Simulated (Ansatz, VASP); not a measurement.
## HgTe in VASP and in Ansatz

File INCAR:

```
SYSTEM = HgTe
PREC     = Accurate       ! precision mode
ENCUT    = 520            ! plane-wave cutoff, eV
EDIFF    = 1E-6           ! SCF threshold, eV
ISMEAR   = 0              ! smearing method
SIGMA    = 0.15           ! smearing width, eV
LREAL    = .False.        ! projectors in reciprocal space
LASPH    = .True.         ! aspherical terms in the spheres
NELM     = 100            ! most SCF steps
ALGO     = Fast           ! electronic algorithm
ISIF     = 2              ! what is computed and relaxed
LWAVE    = .False.        ! write WAVECAR
LCHARG   = .False.        ! write CHGCAR
GGA      = PS             ! functional
NBANDS   = 16             ! bands
```

KPOINTS

```
Automatic mesh
0
Gamma
  14 14 14
  0 0 0
```

POSCAR

```
HgTe
1.0
    0.0000000000      2.9232611500      3.0771170000
    2.9232611500      0.0000000000      3.0771170000
    2.9232611500      2.9232611500      0.0000000000
Hg Te
1 1
Direct
    0.0000000000      0.0000000000      0.0000000000
    0.5000000000      0.5000000000      0.5000000000
```

Input for Ansatz:

```yaml
crystal:
  lattice:
    - [0.0, 2.92326115, 3.077117]
    - [2.92326115, 0.0, 3.077117]
    - [2.92326115, 2.92326115, 0.0]
  atoms:
    - { symbol: Hg, position: [0.0, 0.0, 0.0] }
    - { symbol: Te, position: [0.5, 0.5, 0.5] }
basis:
  ecutwfc: 420
kpoints:
  mp_grid: { grid: [14, 14, 14] }
hamiltonian:
  xc: pbesol
scf:
  occupations: { method: gaussian, width: 0.15 }
output:
  forces: true
  stress: true
  eigenvalues: true
```

Change from the starting cell: strain -0.050 along x and y, +0.000 along z, atoms carried along.

Alike in both runs: task single point; functional PBEsol; k mesh 14 × 14 × 14; occupations gaussian, width 0.15 eV; no spin polarisation.

|  | VASP | Ansatz |
| --- | --- | --- |
| version | VASP 6.6.1 | Ansatz 0.2.0 |
| potentials or method | VASP PAW PBE potentials, release 64 (Hg, Te) | scalar-relativistic, plane waves, PAW |
| plane-wave cutoff (eV) | 520 | 420 |
| valence electrons in the cell | 18 | 36 |

Ansatz gave:

| Item | Value |
| --- | --- |
| gap on the k mesh at the Fermi level (eV) | none |
| pressure (GPa) | 2.2 |
| largest component of the traceless stress (GPa) | 2.12 |

Q: Estimate VASP's values.

A: gap on the k mesh at the Fermi level (eV): none; pressure (GPa): 2.5; largest component of the traceless stress (GPa): 2.20.

A gap of «none» marks a metal or a gap that the smearing closes. The functional is the same, so the differences come from potentials, cutoffs and numerics. The two sets of potentials don't hold the same shells in valence.

Caveats: the PAW data sets were made with another functional, which shifts forces and pressure a little (VASP). The runs have no spin-orbit coupling, so splittings on Hg, Te are missing.
